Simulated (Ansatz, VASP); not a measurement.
# One calculation of Sn, two programs

Contents of INCAR:

```
  PREC = Accurate
  ENCUT = 520
  EDIFF = 1E-7
  ISMEAR = 0
  SIGMA = 0.15
  LREAL = F
  LASPH = T
  NELM = 80
  ALGO = Normal
  ISIF = 2
  LWAVE = F
  LCHARG = F
  NBANDS = 13
```

File KPOINTS:

```
Automatic mesh
0
Gamma
  18 18 18
```

File POSCAR:

```
Sn
1.0
   -1.8378122646      1.8378122646      1.8378122646
    1.8378122646     -1.8378122646      1.8378122646
    1.8378122646      1.8378122646     -1.8378122646
Sn
1
Direct
    0.0000000000      0.0000000000      0.0000000000
```

Input for Ansatz:

```yaml
crystal:
  lattice:
    - [-1.8378122646, 1.8378122646, 1.8378122646]
    - [1.8378122646, -1.8378122646, 1.8378122646]
    - [1.8378122646, 1.8378122646, -1.8378122646]
  atoms:
    - { symbol: Sn, position: [0.0, 0.0, 0.0] }
basis:
  ecutwfc: 420
kpoints:
  mp_grid: { grid: [18, 18, 18] }
hamiltonian:
  xc: lda
scf:
  occupations: { method: gaussian, width: 0.15 }
output:
  forces: true
  stress: true
  eigenvalues: true
```

Change from the starting cell: strain -0.030 along x and y, -0.030 along z, atoms carried along.

Alike in both runs: task single point; functional LDA; k mesh 18 × 18 × 18; occupations gaussian, width 0.15 eV; no spin polarisation.

|  | VASP | Ansatz |
| --- | --- | --- |
| version | VASP 6.6.1 | Ansatz 0.2.0 |
| potentials or method | VASP PAW LDA potentials, release 64 (Sn_d) | scalar-relativistic, plane waves, PAW |
| plane-wave cutoff (eV) | 520 | 420 |
| valence electrons in the cell | 14 | 14 |

```tsv
	VASP	Ansatz	Ansatz less VASP
gap on the k mesh at the Fermi level (eV)	none	none	-
pressure (GPa)	1.7	1.7	-0.01
```

A gap of «none» marks a metal or a gap that the smearing closes.
